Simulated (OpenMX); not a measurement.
# Te under changes of volume

One of the cells (33.925 Å³/atom); the others are scaled copies at fixed shape and fractional positions:

```xyz
3
Lattice="4.4540 0.0000 0.0000 -2.2270 3.8573 0.0000 0.0000 0.0000 5.9240" Properties=species:S:1:pos:R:3 pbc="T T T"
Te    1.6279    2.8197    0.0000
Te   -0.5991    1.0376    3.9493
Te    1.1981    0.0000    1.9747
```

* Program: OpenMX 3.8.5
* Functional: PBE
* Potentials or basis: OpenMX 2013 PBE set, Te7.0-s3p2d2f1, fixed grid of 50 × 50 × 80 points
* k mesh: 7 × 7 × 5
* Occupations: fermi-dirac, width 0.05 eV
* Spin: no spin polarisation

```tsv
volume (Å³/atom)	energy over the lowest point (meV/atom)	gap on the mesh (eV)	largest force (eV/Å)
31.890	91.49	0.60	1.057
32.568	63.60	0.61	0.937
33.247	41.49	0.62	0.795
33.925	?	?	?
34.604	12.27	0.63	0.553
35.282	4.24	0.63	0.435
35.961	0.00	0.64	0.337
```

Q: What does the run at 33.925 Å³/atom give?

A: Energy over the lowest point 24.55 meV/atom; gap on the mesh 0.62 eV; largest force 0.655 eV/Å.

Worked out: A Birch-Murnaghan fit of order 3 (a polynomial in V^(-2/3)) to the other rows has its minimum at 36.47 Å³/atom, just outside them, with B0 = V·E''(V) = 40 GPa and B' = 4.5 at fixed shape and positions, which overstates the stiffness. It gives 24.55 meV/atom at 33.925 Å³/atom, against the run's 24.55. A straight line through the other rows of the gap, of slope 0.304 eV per unit of ln V, gives 0.62 eV, against the run's 0.62.

Energies are extrapolated to zero smearing.

Caveats: the basis has few d functions beyond the semicore shells, which can make volumes several per cent too large; spin-orbit coupling is left out, which moves the levels of the heavy elements; an odd mesh through Γ misses points on the zone boundary, where band edges often lie; the basis of atomic orbitals isn't converged, which shifts pressures, moduli and gaps; forces of over 1 eV/Å show positions far from the minimum, so gaps and moduli don't describe the material at rest (some runs).
